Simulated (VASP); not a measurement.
# MgB2 under changes of volume

One of the cells (9.497 Å³/atom); the others are scaled copies at fixed shape and fractional positions:

```
CELL_PARAMETERS angstrom
3.07523 0.00000 0.00000
-1.53762 2.66323 0.00000
0.00000 0.00000 3.47859
ATOMIC_POSITIONS crystal
Mg 0.00000 0.00000 0.00000
B 0.66667 0.33333 0.50000
B 0.33333 0.66667 0.50000
```

```yaml
Program: VASP 6.6.1
Functional: r2SCAN
Potentials_or_basis: VASP PAW PBE potentials, release 64 (Mg, B)
Cutoff: 520 eV
k_mesh: 8 × 8 × 8
Occupations: fermi-dirac, width 0.05 eV
Spin: no spin polarisation
```

```csv
volume (Å³/atom),energy over the lowest point (meV/atom),pressure (GPa)
9.117,8.33,7.1
9.307,2.08,3.4
9.497,0.00,0.0
9.687,1.71,-3.0
9.876,?,?
```

**Question.** What does the run at 9.876 Å³/atom give?

**Answer.** Energy over the lowest point 6.88 meV/atom; pressure -5.8 GPa.

Worked out: A Birch-Murnaghan fit of order 2 (a polynomial in V^(-2/3)) to the other rows has its minimum at 9.50 Å³/atom with B0 = V·E''(V) = 159 GPa at fixed shape and positions, which overstates the stiffness. It gives 6.80 meV/atom at 9.876 Å³/atom, against the run's 6.88, and -dE/dV = -5.7 GPa, against -5.8.

Energies are extrapolated to zero smearing.

Caveats: the PAW data sets were made with another functional, which shifts forces and pressure a little.
